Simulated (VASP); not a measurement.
Write the native input for VASP 6.6.1 that does the following.

```
Task                   : relaxation of cell and atoms
Functional             : LDA
Potentials or basis    : VASP PAW LDA potentials, release 64 (Si)
Cutoff                 : 600 eV
k mesh                 : 10 × 10 × 10
Occupations            : gaussian, width 0.03 eV
Spin                   : no spin polarisation
Further INCAR settings : ALGO = Normal; EDIFF = 1e-07; IBRION = 2; EDIFFG = -0.005; NSW = 90; ISIF = 3
```

The structure of Si lies in POSCAR:

```
Si                                      
1.0
    0.0000000000      2.7014939879      2.7014939879
    2.7014939879      0.0000000000      2.7014939879
    2.7014939879      2.7014939879     -0.0000000000
  Si            
     2
Direct
     0.7500000000000000    0.7500000000000000    0.7500000000000000
     0.5000000000000000    0.5000000000000000    0.5000000000000000
```

The input as run:

INCAR

```
SYSTEM = Si
ALGO = Normal
EDIFF = 1E-7
EDIFFG = -0.005
ENCUT = 600
IBRION = 2
ISIF = 3
ISMEAR = 0
LASPH = .TRUE.
LCHARG = .FALSE.
LREAL = .FALSE.
LWAVE = .FALSE.
NELM = 80
NSW = 90
PREC = Accurate
SIGMA = 0.03
```

KPOINTS

```
k-points
0
G
  10 10 10
  0 0 0
```

Potentials or basis: VASP PAW LDA potentials, release 64 (Si).

The run is started by

```bash
$ cat potpaw_LDA.64/Si/POTCAR > POTCAR
$ mpirun -np 1 vasp_std > vasp.out
```

Results of the run:

The pressure after relaxing is 0.0 GPa and the band gap on the k mesh is 0.45 eV, indirect (least direct gap 2.53 eV).

Caveat: the relaxation stopped at its first step, so nothing moved.

It took 4.8 s on 1 thread of Intel(R) Xeon(R) 6975P-C (Granite Rapids), on a shared host, peak memory 0.15 GiB.
